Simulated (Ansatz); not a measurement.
## BN under changes of volume

One of the cells (9.476 Å³/atom); the others are scaled copies at fixed shape and fractional positions:

```
N B
1.0
     0.00000    3.49532    2.16609
     1.25163    0.00000    2.16609
     1.25163    3.49532    0.00000
N B
1 1
Direct
  0.66665 0.66665 0.33335
  0.00005 0.00005 0.99995
```

Measurements of this composition are mostly on another form, of space group No. 194.

```yaml
Program: Ansatz 0.2.0
Functional: LDA
Potentials_or_basis: all-electron LAPW, scalar-relativistic
Cutoff: 527 eV (chosen from the basis error)
Basis_error_allowed: 0.001 eV/atom
k_mesh: 13 × 13 × 13
Occupations: fermi-dirac, width 0.05 eV
Spin: no spin polarisation
```

| volume (Å³/atom) | energy over the lowest point (meV/atom) | pressure (GPa) | gap on the mesh (eV) | largest force (eV/Å) |
| --- | --- | --- | --- | --- |
| 8.908 | 13.86 | 11.4 | 3.73 | 0.013 |
| 9.097 | 3.73 | 5.8 | 3.72 | 0.012 |
| 9.287 | 0.00 | 0.6 | 3.71 | 0.011 |
| 9.476 | 2.11 | -4.1 | 3.70 | 0.010 |
| 9.666 | ? | ? | ? | ? |
| 9.855 | 21.81 | -12.3 | 3.68 | 0.009 |
| 10.045 | 38.50 | -15.9 | 3.67 | 0.008 |

Q: What does the run at 9.666 Å³/atom give?

A: Energy over the lowest point 9.53 meV/atom; pressure -8.4 GPa; gap on the mesh 3.69 eV; largest force 0.010 eV/Å.

Worked out: A Birch-Murnaghan fit of order 3 (a polynomial in V^(-2/3)) to the other rows has its minimum at 9.31 Å³/atom with B0 = V·E''(V) = 240 GPa and B' = 3.7 at fixed shape and positions, which overstates the stiffness. It gives 9.57 meV/atom at 9.666 Å³/atom, against the run's 9.53, and -dE/dV = -8.4 GPa, against -8.4. A straight line through the other rows of the gap, of slope -0.5 eV per unit of ln V, gives 3.69 eV, against the run's 3.69.

Energies are extrapolated to zero smearing.

Caveats: an odd mesh through Γ misses points on the zone boundary, where band edges often lie.
